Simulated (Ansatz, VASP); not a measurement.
**Two plane-wave programs on C**

```
C
1.0
     0.00000    1.78574    1.74109
     1.78574    0.00000    1.74109
     1.78574    1.78574    0.00000
C
2
Direct
  0.50000 0.50000 0.50000
  0.75000 0.75000 0.75000
```

Change from the starting cell: strain +0.000 along x and y, -0.025 along z, atoms carried along.

Alike in both runs: task single point; functional PBE; k mesh 12 × 12 × 12; occupations gaussian, width 0.05 eV; no spin polarisation.

|  | VASP | Ansatz |
| --- | --- | --- |
| version | VASP 6.6.1 | Ansatz 0.2.0 |
| potentials or method | VASP PAW PBE potentials, release 64 (C) | scalar-relativistic, plane waves, PAW |
| plane-wave cutoff (eV) | 520 | 420 |
| valence electrons in the cell | 8 | 8 |

|  | VASP | Ansatz | Ansatz less VASP |
| --- | --- | --- | --- |
| gap on the k mesh at the Fermi level (eV) | 3.56 | 3.56 | +0.006 |
| least direct gap on the mesh (eV) | 5.19 | 5.20 | +0.004 |
| pressure (GPa) | 12.3 | 11.5 | -0.77 |
| largest component of the traceless stress (GPa) | 15.63 | 15.65 | +0.013 |
